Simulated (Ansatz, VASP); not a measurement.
# P in VASP and in Ansatz

```
P
1.0
     1.72363    0.99514    2.96305
    -1.72363    0.99514    2.96305
     0.00000   -1.99027    2.96305
P
2
Cartesian
  0.0000 0.0000 2.0651
  0.0000 0.0000 6.8241
```

Alike in both runs: functional PBE; dispersion D3(BJ); k mesh 15 × 15 × 15; occupations gaussian, width 0.1 eV; no spin polarisation.

Ansatz relaxed the structure, and its values are those at the end. VASP's run is a single point on that final structure, the one shown.

|  | VASP | Ansatz |
| --- | --- | --- |
| version | VASP 6.6.1 | Ansatz 0.2.0 |
| potentials or method | VASP PAW PBE potentials, release 64 (P) | scalar-relativistic, plane waves, PAW |
| plane-wave cutoff (eV) | 520 | 420 |
| valence electrons in the cell | 10 | 10 |

```tsv
	VASP	Ansatz	Ansatz less VASP
gap on the k mesh at the Fermi level (eV)	none	none	-
pressure (GPa)	-2.1	-1.8	+0.27
rms of the force components (eV/Å)	0.029	0.001	-0.0280
```

A gap of «none» marks a metal or a gap that the smearing closes.

Caveats: pairwise dispersion overbinds metals, which lowers pressure and volume.
